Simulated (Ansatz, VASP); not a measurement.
**Two plane-wave programs on Zn2Si2N**

```xyz
5
Lattice="2.9434 0.0000 0.0000 -1.4717 2.5491 0.0000 0.0000 0.0000 10.2760" Properties=species:S:1:pos:R:3 pbc="T T T"
Zn    1.4717    0.8497    2.7470
Zn    1.4717    0.8497    7.5290
Si    0.0000    1.6994    5.1380
Si    1.4717    0.8497    0.0000
N     0.0000    1.6994    0.0000
```

Alike in both runs: functional PBE; k mesh 6 × 6 × 4; occupations gaussian, width 0.1 eV; no spin polarisation.

Ansatz relaxed the structure, and its values are those at the end. VASP's run is a single point on that final structure, the one shown.

|  | VASP | Ansatz |
| --- | --- | --- |
| version | VASP 6.6.1 | Ansatz 0.2.0 |
| potentials or method | VASP PAW PBE potentials, release 64 (Zn, Si, N) | scalar-relativistic, plane waves, PAW |
| plane-wave cutoff (eV) | 520 | 420 |
| valence electrons in the cell | 37 | 37 |

VASP gave:

* gap on the k mesh at the Fermi level (eV): none
* pressure (GPa): -0.3

What did Ansatz give for the same quantities?

gap on the k mesh at the Fermi level (eV): none; pressure (GPa): -0.2.

A gap of «none» marks a metal or a gap that the smearing closes.

Caveats: the k mesh is coarse (spacing up to 0.41 Å⁻¹), so the values aren't converged.
